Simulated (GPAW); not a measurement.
Runs of GPAW 26.7.0 on Al. The structure is hexagonal, space group P6/mmm (No. 191). The conventional cell has a = 4.492 Å, b = 4.492 Å, c = 2.723 Å, α = 90.00°, β = 90.00°, γ = 120.00°. Around Al (site symmetry -6m2) lie 5 Al at 2.59 to 2.72 Å. The cell was built by a generator and needn't be a form met in nature.

| level | potentials or basis | eigensolver | gap on the mesh (eV) | pressure (GPa) |
| --- | --- | --- | --- | --- |
| LDA | the program's PAW data sets (release 1.2.1) made for this functional, pw | - | none | (a) |
| RPBE | the program's PAW data sets (release 1.2.1) made for this functional, pw | - | none | 2.8 |
| TPSS | GPAW PAW data sets (gpaw-data 1.2.1), pw | davidson | none | 1.0 |
| PBE | GPAW PAW data sets (gpaw-data 1.2.1), pw | - | none | 1.7 |
| SCAN | GPAW PAW data sets (gpaw-data 1.2.1), pw | - | none | 0.7 |
| PBEsol | PAW data sets generated in the run's folder for this functional, pw | - | none | 0.6 |
| r2SCAN | GPAW PAW data sets (gpaw-data 1.2.1), pw | - | none | 0.9 |
| PW91 | PAW data sets generated in the run's folder for this functional, pw | - | none | (b) |
| revPBE | the program's PAW data sets (release 1.2.1) made for this functional, pw | - | none | 2.6 |

Alike in all rows: task single point; no spin polarisation; cell as given; k mesh 7 × 7 × 10; cutoff (eV) 600; smearing fermi-dirac 0.05 eV.

Question: Estimate the missing entries.

Answer: (a) -0.5; (b) 1.8.

Caveats: the PAW data sets were made with another functional, which shifts forces and pressure a little (some runs).

A k mesh can miss the band edges.

A gap of «none» marks a metal or a gap under the smearing width.

Not every run made on this cell is shown here.
